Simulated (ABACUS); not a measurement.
The system is BN.

```
CELL_PARAMETERS angstrom
2.49824 0.00000 0.00000
-1.24912 2.16354 0.00000
0.00000 0.00000 6.63570
ATOMIC_POSITIONS crystal
N 0.66667 0.33333 0.25000
N 0.33333 0.66667 0.75000
B 0.66667 0.33333 0.75000
B 0.33333 0.66667 0.25000
```

Base run:

```yaml
Program: ABACUS 3.10.1
Functional: PBE
Potentials_or_basis: SG15 ONCV 1.2 PBE
Cutoff: 1361 eV
Density_cutoff: 5442 eV
Basis: DZP LCAO (the cutoffs set its grid)
k_mesh: 11 × 11 × 4
Occupations: fermi-dirac, width 0.05 eV
Spin: no spin polarisation
```

Its results: band gap on the k mesh 4.32 eV, indirect (least direct gap 4.63 eV); pressure 5.9 GPa.

The run is repeated on the same cell with these changes: basis from DZP LCAO (the cutoffs set its grid) to TZDP LCAO (the cutoffs set its grid); orbital files from N N_confined-atom_6au_2s2p1d.orb, B B_confined-atom_7au_2s2p1d.orb to N N_confined-atom_6au_3s3p2d1f.orb, B B_confined-atom_7au_3s3p2d1f.orb. What comes out?

Band gap on the k mesh 4.36 eV, indirect (least direct gap 4.69 eV); pressure 4.2 GPa.

Caveats: the atomic orbitals were generated for these runs and aren't a published set; an odd mesh through Γ misses points on the zone boundary, where band edges often lie; this functional lacks dispersion, which binds the layers, so the pressure and a relaxed spacing across them are unreliable; the basis of atomic orbitals isn't converged, which shifts pressures, moduli and gaps.

Not every run made on this cell is shown here.
